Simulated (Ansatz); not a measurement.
TiTe$_{2}$: clamped-ion strain scan

Computed with DFT PBE, scalar-relativistic, plane waves, PAW in Ansatz. Cutoff 420 eV, Γ-centred 12×12×8 k-points, Gaussian smearing of 0.15 eV. No spin polarisation. Energies are free energies at this smearing, counted from the undisturbed cell; pressure is positive in compression.

The undisturbed cell (as given, not relaxed at this level; it stands at 0.9 GPa, and it needn't be the usual structure):

```
Ti Te
1.0
     3.77700    0.00000    0.00000
    -1.88850    3.27098    0.00000
     0.00000    0.00000    6.49800
Ti Te
1 2
Cartesian
  0.0000 0.0000 0.0000
  1.8885 1.0903 1.7077
  0.0000 2.1807 4.7903
```

The cell is strained by ε times the Voigt pattern (0, 0, 0, 0, 1, 0) (xx, yy, zz, yz, xz, xy; engineering shear) with fractional coordinates fixed. The cell is metallic on the mesh throughout.

```csv
ε,ΔE (meV/atom),"stress summed along the pattern (GPa, tension positive)",pressure (GPa)
-0.1500,110.8,-8.84,3.0
-0.0750,27.1,-4.29,1.4
0.0000,0.0,0.00,0.9
0.0187,1.7,1.06,1.0
0.0375,6.7,2.13,1.1
0.0562,?,?,1.2
0.0937,42.5,5.39,1.7
0.1125,?,?,2.1
0.1312,84.2,7.66,2.5
```

By symmetry 0.1500 repeats -0.1500, -0.1125 repeats 0.1125, 0.0750 repeats -0.0750, -0.0375 repeats 0.0375 in energy, with the opposite slope along the path.

(1) Give the withheld values.

## Answers

(1) ΔE (meV/atom) at ε = 0.0562: 15.2; stress summed along the pattern (GPa, tension positive) at ε = 0.0562: 3.20; ΔE (meV/atom) at ε = 0.1125: 61.5; stress summed along the pattern (GPa, tension positive) at ε = 0.1125: 6.51.